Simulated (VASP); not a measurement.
Input of a VASP 6.6.1 run:

Contents of INCAR:

```
SYSTEM = H11NO4
PREC = Accurate
ENCUT = 520
EDIFF = 1E-7
ISMEAR = -1
SIGMA = 0.02
LREAL = Auto
LASPH = .TRUE.
NELM = 100
ALGO = Normal
ISIF = 2
LWAVE = .FALSE.
LCHARG = .FALSE.
GGA = PE
IVDW = 12
NBANDS = 34
```

Contents of KPOINTS:

```
regular mesh
0
G
  1 1 1
  0 0 0
```

POSCAR

```
H11NO4
1.0
    5.4175020000      0.0000000000      0.0000000000
    0.0000000000      5.4175020000      0.0000000000
    0.0000000000      0.0000000000      5.4175020000
O H N
4 11 1
Direct
    0.9828515061      0.6487861010      0.1487032215
    0.8107611220      1.1670692507      0.9731053168
    0.3979878549      0.5374248131      0.9170093523
    0.7329761946      0.2539362237      0.4544160759
    0.8965571217      0.5324594250      0.2425472109
    1.1544804229      0.6451497388      0.1932625036
    0.6380616011      1.2079737119      0.9492382282
    0.8392613422      1.0188828726      1.0543973957
    0.4497091095      0.6827131767      0.8160218492
    0.2224641541      0.5390122606      0.8702350271
    0.8656941889      0.2783570731      0.5773878810
    0.7883522701      0.0861467149      0.3592246020
    0.5729947123      0.9641343926      0.5233039139
    0.6071986683      0.6663772344      0.5665526289
    0.4459250776      0.7082784649      0.3238762072
    0.4936407961      0.7922470541      0.4914257531
```

Potentials or basis: VASP PAW PBE potentials, release 64 (O, H, N).

Launch:

```bash
$ cat potpaw_PBE.64/O/POTCAR potpaw_PBE.64/H/POTCAR potpaw_PBE.64/N/POTCAR > POTCAR
$ mpirun -np 1 vasp_gam > vasp.out
```

(1) Estimate the band gap on the k mesh.

(2) Estimate the dispersion energy per atom.

Answers

(1) 3.57 eV, direct.

(2) -0.034 eV.
